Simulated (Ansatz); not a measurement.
Input and output for Ti (omega type): DFT, PBE, all-electron LAPW, scalar-relativistic (Ansatz 0.2.0). This run: omega relaxed under pressure.

The cell comes from a relaxation on PAW files under the same functional, begun from a prototype that needn't be the stable phase.

Command: `ansatz run input.yaml --threads 1 --pin off --max-ram 3584MiB --backend cpu --events-out ev --progress --plain --runs-dir out` It took 2.5 min on 1 thread of Intel(R) Xeon(R) Platinum 8488C (Sapphire Rapids) (shared host), peak memory 0.74 GiB.

```yaml
crystal:
  lattice:
    - [3.614826592, 0.0, 0.0]
    - [-1.807413296, 3.1305316589, 0.0]
    - [0.0, 0.0, 1.9218458719]
  atoms:
    - { symbol: Ti, position: [0.0, 0.0, 0.0] }
    - { symbol: Ti, position: [0.3333333333, 0.6666666667, 0.5] }
    - { symbol: Ti, position: [0.6666666667, 0.3333333333, 0.5] }
kpoints:
  mp_grid: { grid: [11, 11, 15] }
scf:
  occupations: { method: fermi_dirac, width: 0.05 }
hamiltonian:
  xc: pbe
  pseudopotentials: { kind: all_electron, lapw: { basis_error: 0.0005 } }
output:
  forces: true
  stress: true
  eigenvalues: true
relax:
  f_tol: 0.005
  max_steps: 12
  cell: { p_target: 350.0, stress_tol: 0.175 }
```

Output:

```
The last accepted step is kept in <dir> (removed where the run ends without a failure and the disk answers)
LAPW: plane waves up to 12.048 Å⁻¹, error target 5.0e-4 eV per atom; small_component_spin mean_spin; Ti in spheres of 0.932 Å, 20 of its electrons in bands, Dirac shells [] (how accurate: hamiltonian.pseudopotentials.lapw.basis_error, Limitations)
Engine: ansatz 0.2.0
Pseudopotentials: kind: all_electron
Pseudopotential: Ti, LAPW, valence charge 20, lapw/all_electron/scalar/gaussian/Ti, Koelling and Harmon's equation, gaussian nucleus
Functional definition: PBE
  parameter kappa = 0.804
  parameter beta = 0.06672455060314922
  exchange = pbe_x(kappa = kappa, mu = beta*pi^2/3)
  correlation = pbe_c(beta = beta)
Crystal: 3 atoms, lattice volume = 21.748 Å³
Basis set: ecut = 552.9948986909953 eV, 637 PW (Γ), exchange–correlation at level 2
Bands: 36, of which v1, the nominal top of the filled ones, is band 30 counted from 1 (29 counted from 0)
Symmetry: 24 space group operations
Space group: P6/mmm (ITA 191), of the structure as read, at distance tolerance 2.8e-5 Å
k-points: 128 of 1815
Non-local potential: Ti, projectors of the file, none
Initial density: superposition of atomic densities (chi_scale 0.1, normalization cell)
Initial wavefunctions: plane waves of lowest kinetic energy (no species holds an atomic orbital)
Functional: x = pbe(κ = 0.804, μ = 0.2195149727645171), c = pbe(β = 0.06672455060314922)
iter 1 solved again at ethr=1.41e-4 eV; its pass at ethr=1.00e-1 eV (dr2=8.45e-2 eV) is discarded
SCF iter   1: F=—  HF=-69681.413187 eV  |F-HF|=—  |Δ(HF+E_count)|=         —  Δρ=2.55e-2  dr2=8.50e-2  ethr=1.41e-4  ⟨swp⟩=2.9  Hψ=31516  notcnv=0
preconditioner: auto → none  [metal: Δε(μ)=0.017 eV  Ē_g=23.770 eV  σ=0.050 eV  W_gap=0.08  n_scr=6 (ndim 8)  ℏωp=43.6 eV  f_vac=0.000  D(μ)=2.15/eV (n_scr^D=32)  sad-step TF]
SCF iter   2: F=—  HF=-69681.331864 eV  |F-HF|=—  |Δ(HF+E_count)|=   8.13e-2  Δρ=1.52e-2  dr2=2.98e-2  ethr=1.41e-4  ⟨swp⟩=3.0  Hψ=14031  notcnv=0
SCF iter   3: F=—  HF=-69681.321744 eV  |F-HF|=—  |Δ(HF+E_count)|=   1.01e-2  Δρ=7.10e-3  dr2=2.04e-2  ethr=4.97e-5  ⟨swp⟩=3.0  Hψ=14011  notcnv=0
SCF iter   4: F=—  HF=-69681.325189 eV  |F-HF|=—  |Δ(HF+E_count)|=   3.45e-3  Δρ=9.72e-3  dr2=3.99e-2  ethr=3.39e-5  ⟨swp⟩=3.0  Hψ=14238  notcnv=0
iter 5 solved again at ethr=1.42e-6 eV; its pass at ethr=3.39e-5 eV (dr2=8.54e-4 eV) is discarded
SCF iter   5: F=—  HF=-69681.318334 eV  |F-HF|=—  |Δ(HF+E_count)|=   6.85e-3  Δρ=1.66e-3  dr2=8.52e-4  ethr=1.42e-6  ⟨swp⟩=2.0  Hψ=23609  notcnv=0
SCF iter   6: F=—  HF=-69681.318222 eV  |F-HF|=—  |Δ(HF+E_count)|=         —  Δρ=2.17e-4  dr2=1.88e-5  ethr=1.42e-6  ⟨swp⟩=2.9  Hψ=12942  notcnv=0
the basis was enlarged: its passes take 479.1 KiB over the memory plan, 1 of 1 planned eigensolver slots
SCF iter   7: F=—  HF=-69681.318222 eV  |F-HF|=—  |Δ(HF+E_count)|=   8.65e-7  Δρ=2.42e-5  dr2=1.32e-7  ethr=3.13e-8  ⟨swp⟩=3.0  Hψ=13106  notcnv=0
SCF iter   8: F=-69681.318222 eV  HF=-69681.318222 eV  |F-HF|=1.22e-9  |Δ(HF+E_count)|=   1.63e-8  Δρ=4.26e-6  dr2=1.83e-9  ethr=2.21e-10  ⟨swp⟩=3.0  Hψ=13300  notcnv=0
SCF 1 converged in 8 iterations: F = -69681.318222 eV  dr2 = 1.83e-9
relax step   1: F+E_penalty+E_count = -69681.31822157 eV  Δ(F+E_penalty+E_count) = +0.000e0 eV  max|allowed force component| = 2.961e-16 eV/Å  Δτ_max = 0.0000 Å  P = +351.383 GPa  Ω = 21.748 Å³  (8 SCF iters, accepted)
Crystal: 3 atoms, lattice volume = 21.773 Å³
Basis set: ecut = 552.5716548931067 eV, 637 PW (Γ), exchange–correlation at level 2
Initial density: handed on by an earlier stage of this run
Initial wavefunctions: those handed on with the density
iter 1 solved again at ethr=1.46e-8 eV; its pass at ethr=1.00e-1 eV (dr2=8.75e-6 eV) is discarded
SCF iter   1: F=—  HF=-69681.372974 eV  |F-HF|=—  |Δ(HF+E_count)|=         —  Δρ=1.61e-4  dr2=3.34e-6  ethr=1.46e-8  ⟨swp⟩=5.0  Hψ=25756  notcnv=0
preconditioner: auto → none  [metal: Δε(μ)=0.020 eV  Ē_g=23.760 eV  σ=0.050 eV  W_gap=0.10  n_scr=6 (ndim 8)  ℏωp=43.6 eV  f_vac=0.000  D(μ)=2.14/eV (n_scr^D=32)]
iter 2 solved again at ethr=4.55e-10 eV; its pass at ethr=5.57e-9 eV (dr2=2.73e-7 eV) is discarded
SCF iter   2: F=—  HF=-69681.372974 eV  |F-HF|=—  |Δ(HF+E_count)|=   2.59e-8  Δρ=4.62e-5  dr2=2.73e-7  ethr=4.55e-10  ⟨swp⟩=2.0  Hψ=22906  notcnv=0
SCF iter   3: F=—  HF=-69681.372974 eV  |F-HF|=—  |Δ(HF+E_count)|=   9.39e-8  Δρ=4.62e-5  dr2=8.44e-7  ethr=4.55e-10  ⟨swp⟩=3.0  Hψ=13496  notcnv=0  recentre
SCF iter   4: F=—  HF=-69681.372974 eV  |F-HF|=—  |Δ(HF+E_count)|=   1.25e-7  Δρ=1.93e-5  dr2=1.06e-7  ethr=4.55e-10  ⟨swp⟩=3.0  Hψ=13502  notcnv=0
SCF iter   5: F=-69681.372974 eV  HF=-69681.372974 eV  |F-HF|=2.62e-10  |Δ(HF+E_count)|=   1.43e-8  Δρ=3.43e-6  dr2=1.21e-9  ethr=1.77e-10  ⟨swp⟩=3.0  Hψ=13144  notcnv=0
SCF 2 converged in 5 iterations: F = -69681.372974 eV  dr2 = 1.21e-9
relax step   2: F+E_penalty+E_count = -69681.37297428 eV  Δ(F+E_penalty+E_count) = -5.475e-2 eV  max|allowed force component| = 1.850e-16 eV/Å  Δτ_max = 0.0000 Å  P = +350.274 GPa  Ω = 21.773 Å³  (5 SCF iters, accepted)
Crystal: 3 atoms, lattice volume = 21.781 Å³
Basis set: ecut = 552.439847128726 eV, 637 PW (Γ), exchange–correlation at level 2
iter 1 solved again at ethr=5.18e-9 eV; its pass at ethr=1.00e-1 eV (dr2=3.11e-6 eV) is discarded
[... lines left out ...]
SCF iter   4: F=-69681.390546 eV  HF=-69681.390546 eV  |F-HF|=6.84e-10  |Δ(HF+E_count)|=   4.09e-7  Δρ=6.38e-6  dr2=2.12e-9  ethr=8.88e-12 (applied; sched 3.52e-12)  ⟨swp⟩=2.0  Hψ=23033  notcnv=0
SCF 4 converged in 4 iterations: F = -69681.390546 eV  dr2 = 2.12e-9
relax step   4: F+E_penalty+E_count = -69681.39054647 eV  Δ(F+E_penalty+E_count) = -5.241e-4 eV  max|allowed force component| = 5.551e-17 eV/Å  Δτ_max = 0.0000 Å  P = +349.905 GPa  Ω = 21.781 Å³  (4 SCF iters, accepted)
iter 1 solved again at ethr=3.99e-12 eV; its pass at ethr=1.00e-1 eV (dr2=2.39e-9 eV) is discarded
SCF iter   1: F=—  HF=-69681.390545 eV  |F-HF|=—  |Δ(HF+E_count)|=         —  Δρ=6.40e-6  dr2=2.13e-9  ethr=1.67e-11 (applied; sched 3.99e-12)  ⟨swp⟩=4.5  Hψ=24981  notcnv=0  reapply=12
SCF iter   2: F=-69681.390547 eV  HF=-69681.390547 eV  |F-HF|=1.73e-9  |Δ(HF+E_count)|=   1.77e-6  Δρ=3.82e-6  dr2=1.93e-9  ethr=1.29e-11 (applied; sched 3.55e-12)  ⟨swp⟩=3.0  Hψ=13497  notcnv=0
SCF 5 converged in 2 iterations: F = -69681.390547 eV  dr2 = 1.93e-9
relax step   5: F+E_penalty+E_count = -69681.39054681 eV  Δ(F+E_penalty+E_count) = -3.371e-7 eV  max|allowed force component| = 1.480e-16 eV/Å  Δτ_max = 0.0000 Å  P = +349.905 GPa  Ω = 21.781 Å³  stress off target by 1.32e-1 GPa  SCF on the basis re-selected at this cell (its energy is not comparable with the rows above)  (2 SCF iters)
basis re-selected at this cell: Δ(F+E_penalty+E_count) = -3.371e-7 eV, ΔP = +0.000 GPa vs the last step (what re-selecting the basis moved, after the strain that the cell walked since its last selection, with what the two solves' SCF thresholds leave and, on support functions, any second-order correction that the steps lacked; it is no measure of the basis error at this ecutwfc). This SCF's stress stands 1.32e-1 GPa from its target on what of the cell is left free (relax.cell.stress_tol is 1.75e-1 GPa) and its largest allowed force component is 1.48e-16 eV/Å (relax.f_tol is 5.00e-3 eV/Å): within both
SCF converged after 2 iterations
Free energy (F): -69681.390547 eV
Harris-Foulkes:  -69681.390547 eV  (|F-HF|=1.73e-9)
Internal energy: -69681.372969 eV  (E = F + TS)
E sigma→0 (E₀):  -69681.381758 eV
Entropy (-TS):   -0.017578 eV (-5.859 meV/atom)
Fermi energy:    34.488364 eV
--- Per-component energies (eV) ---
  E_band       = -9882.923613
  E_kinetic    = 70492.561679
  E_xc         = -3487.800830
  E_electrostatic = -136686.133818  (all electrons and nuclei)
  E_smearing   = -0.017578  (= −TS)
  E_closure    = 0.000000  (closes the sum)
  E_atoms      = -69679.863151  (free atoms, spherical and without spin; not in F)
  Σ components = -69681.390547   (vs F -69681.390547, Δ=0.00e0)
  Basis errors (estimates in eV, not in F): energy 2.5e-4 per atom: plane waves 2.3e-4 (1.3e-4 summed), levels above the bands 2.1e-46, relativity 3.7e-8, radial functions 2.2e-5, core shells 8.9e-13; eigenvalues (radial functions only) 1.2e-7; not estimated: angular momenta, meshes, grids; target (lapw.basis_error) 5.0e-4; muffin-tin radii Ti 0.933 Å
--- Forces (eV/Å), atoms counted from 1 ---
  atom   1  Ti     0.00000000     0.00000000     0.00000000
  atom   2  Ti    -0.00000000     0.00000000     0.00000000
  atom   3  Ti    -0.00000000    -0.00000000    -0.00000000
  max |Σ_I F_I| component: 7.40e-17 eV/Å
--- Stress (GPa, compression-positive) ---
      349.867567      -0.000000       0.000000
       -0.000000     349.867567      -0.000000
        0.000000      -0.000000     349.979527
  P = ⅓ Tr σ = 349.9049 GPa (3499.049 kbar)
--- Band table (eV; the first three rows and the last of 128) ---
  k-point 0: bands = ["-493.5204", "-493.5204", "-493.2369", "-400.8745", "-400.8745", "-400.8745", "-400.8745", "-400.8467", "-400.8467", "-400.5796", "-400.5796", "-400.5771", "-23.8007", "-21.3042", "-21.2973", "-0.3620", "-0.3620", "0.2830", "0.2830", "4.6636", "4.6636", "5.5354", "6.5628", "6.6814", "29.6834", "30.1359", "33.7830", "33.8999", "34.2678", "34.2678", "34.3829", "34.3829", "35.5374", "35.5374", "40.2711", "40.2711"]
  k-point 1: bands = ["-493.5204", "-493.5204", "-493.2369", "-400.8745", "-400.8745", "-400.8745", "-400.8745", "-400.8467", "-400.8467", "-400.5796", "-400.5796", "-400.5771", "-23.7084", "-21.2293", "-21.2272", "-0.2967", "-0.2967", "0.3668", "0.3668", "4.6759", "4.6759", "5.0902", "6.1800", "6.2724", "30.0367", "30.5036", "33.9710", "33.9710", "34.2450", "34.2450", "34.3451", "34.4926", "35.6013", "35.6013", "40.0263", "40.0263"]
  k-point 2: bands = ["-493.5204", "-493.5204", "-493.2369", "-400.8745", "-400.8745", "-400.8745", "-400.8745", "-400.8467", "-400.8467", "-400.5796", "-400.5796", "-400.5771", "-23.4383", "-21.0345", "-21.0039", "-0.1083", "-0.1083", "0.6125", "0.6125", "3.9123", "4.7050", "4.7050", "5.1480", "5.1698", "30.5482", "31.9482", "33.0589", "33.0589", "33.7876", "33.7876", "35.8063", "35.8063", "35.9023", "36.1481", "39.0556", "39.0556"]
  k-point 127: bands = ["-493.5204", "-493.5204", "-493.2369", "-400.8745", "-400.8745", "-400.8745", "-400.8745", "-400.8467", "-400.8467", "-400.5796", "-400.5796", "-400.5771", "-20.2159", "-20.0378", "-19.7485", "-2.1512", "-1.9352", "-1.6979", "1.5922", "2.5624", "2.9519", "3.4291", "3.5733", "4.8787", "26.8958", "30.5940", "30.5968", "30.7934", "31.2829", "33.1126", "35.2631", "35.3378", "36.0352", "36.9080", "37.6402", "42.7494"]
--- Relaxed structure (4 steps of the walk, 4 accepted, 1 SCFs on fresh bases) ---
  F+E_penalty+E_count = -69681.39054681 eV   max|allowed force component| = 1.480e-16 eV/Å   (the final SCF, on the basis selected at the relaxed cell)
  cell:  # Å, volume = 21.7813 Å³
    - [3.615179192209674, -2.49413474724787e-34, -3.3255129963304934e-34]
    - [-1.807589596104837, 3.1308370196864836, 8.228679511035428e-20]
    - [0.0, 5.05161917286224e-20, 1.9243884661367419]
  atoms:
    - { symbol: Ti, position: [2.6700660260815583e-35, 1.196238910434912e-35, -1.448908652612274e-70] }
    - { symbol: Ti, position: [0.33333333333333326, 0.6666666666666665, 0.49999999999999994] }
    - { symbol: Ti, position: [0.6666666666666665, 0.33333333333333326, 0.49999999999999994] }
```

Next run (diamond relaxed under pressure), as changes to the input before:

```diff
   lattice:
-    - [3.614826592, 0.0, 0.0]
-    - [-1.807413296, 3.1305316589, 0.0]
-    - [0.0, 0.0, 1.9218458719]
+    - [0.0, 2.0066127123, 2.0066127123]
+    - [2.0066127123, 0.0, 2.0066127123]
+    - [2.0066127123, 2.0066127123, 0.0]
   atoms:
-    - { symbol: Ti, position: [0.0, 0.0, 0.0] }
-    - { symbol: Ti, position: [0.3333333333, 0.6666666667, 0.5] }
-    - { symbol: Ti, position: [0.6666666667, 0.3333333333, 0.5] }
+    - { symbol: Ti, position: [-0.125, -0.125, -0.125] }
+    - { symbol: Ti, position: [0.125, 0.125, 0.125] }
 kpoints:
-  mp_grid: { grid: [11, 11, 15] }
+  mp_grid: { grid: [16, 16, 16] }
 scf:
```

Results part of the output:

```
basis re-selected at this cell: Δ(F+E_penalty+E_count) = +1.300e-7 eV, ΔP = -0.001 GPa vs the last step (what re-selecting the basis moved, after the strain that the cell walked since its last selection, with what the two solves' SCF thresholds leave and, on support functions, any second-order correction that the steps lacked; it is no measure of the basis error at this ecutwfc). This SCF's stress stands 1.93e-2 GPa from its target on what of the cell is left free (relax.cell.stress_tol is 1.75e-1 GPa) and its largest allowed force component is 1.30e-15 eV/Å (relax.f_tol is 5.00e-3 eV/Å): within both
SCF converged after 2 iterations
Free energy (F): -46451.077897 eV
Harris-Foulkes:  -46451.077897 eV  (|F-HF|=2.76e-10)
Internal energy: -46451.063164 eV  (E = F + TS)
E sigma→0 (E₀):  -46451.070531 eV
Entropy (-TS):   -0.014733 eV (-7.366 meV/atom)
Fermi energy:    30.972568 eV
--- Per-component energies (eV) ---
  E_band       = -6762.169995
  E_kinetic    = 47002.755173
  E_xc         = -2328.346787
  E_electrostatic = -91125.471550  (all electrons and nuclei)
  E_smearing   = -0.014733  (= −TS)
  E_closure    = 0.000000  (closes the sum)
  E_atoms      = -46453.242101  (free atoms, spherical and without spin; not in F)
  Σ components = -46451.077897   (vs F -46451.077897, Δ=0.00e0)
  Basis errors (estimates in eV, not in F): energy 2.6e-4 per atom: plane waves 2.4e-4 (1.4e-4 summed), levels above the bands 8.2e-42, relativity 8.7e-8, radial functions 2.1e-5, core shells 3.4e-14; eigenvalues (radial functions only) 1.1e-7; not estimated: angular momenta, meshes, grids; target (lapw.basis_error) 5.0e-4; muffin-tin radii Ti 0.844 Å
--- Forces (eV/Å), atoms counted from 1 ---
  atom   1  Ti     0.00000000     0.00000000     0.00000000
  atom   2  Ti    -0.00000000    -0.00000000    -0.00000000
  max |Σ_I F_I| component: 4.44e-16 eV/Å
--- Stress (GPa, compression-positive) ---
      349.980705       0.000000       0.000000
        0.000000     349.980705       0.000000
        0.000000       0.000000     349.980705
  P = ⅓ Tr σ = 349.9807 GPa (3499.807 kbar)
--- Band table (eV; the first three rows and the last of 145) ---
  k-point 0: bands = ["-497.4345", "-497.4344", "-404.7837", "-404.7837", "-404.7837", "-404.7835", "-404.7835", "-404.7835", "-29.7827", "-21.2815", "-5.1892", "-5.1892", "-5.1892", "0.1363", "0.1363", "0.1363", "24.3903", "26.3184", "26.3184", "30.5855", "30.5855", "30.5855", "36.8048", "36.8048"]
  k-point 1: bands = ["-497.4345", "-497.4344", "-404.7837", "-404.7837", "-404.7837", "-404.7835", "-404.7835", "-404.7835", "-29.7363", "-21.3744", "-5.2329", "-5.2329", "-5.1822", "0.1904", "0.1966", "0.1966", "24.5362", "26.2283", "26.2283", "30.5508", "30.7663", "30.7663", "36.5300", "36.6915"]
  k-point 2: bands = ["-497.4345", "-497.4344", "-404.7837", "-404.7837", "-404.7837", "-404.7835", "-404.7835", "-404.7835", "-29.5994", "-21.6412", "-5.3523", "-5.3523", "-5.1709", "0.3557", "0.3633", "0.3633", "24.9261", "26.0351", "26.0351", "30.5136", "31.1837", "31.1837", "35.7312", "36.4147"]
  k-point 144: bands = ["-497.4344", "-497.4344", "-404.7837", "-404.7837", "-404.7836", "-404.7836", "-404.7835", "-404.7835", "-26.2164", "-26.2164", "-7.2795", "-7.2795", "-1.4190", "-1.4190", "2.8450", "2.8450", "23.4650", "23.4650", "29.8433", "29.8433", "33.3354", "33.3354", "35.9821", "35.9821"]
--- Relaxed structure (3 steps of the walk, 3 accepted, 1 SCFs on fresh bases) ---
  F+E_penalty+E_count = -46451.07789699 eV   max|allowed force component| = 1.295e-15 eV/Å   (the final SCF, on the basis selected at the relaxed cell)
  cell:  # Å, volume = 16.2455 Å³
    - [5.095372032895584e-35, 2.0101777585402787, 2.0101777585402787]
    - [2.0101777585402787, -1.0318128366613568e-33, 2.0101777585402787]
    - [2.0101777585402787, 2.0101777585402787, 3.439376122204522e-34]
  atoms:
    - { symbol: Ti, position: [-0.125, -0.125, -0.125] }
    - { symbol: Ti, position: [0.125, 0.125, 0.125] }
```
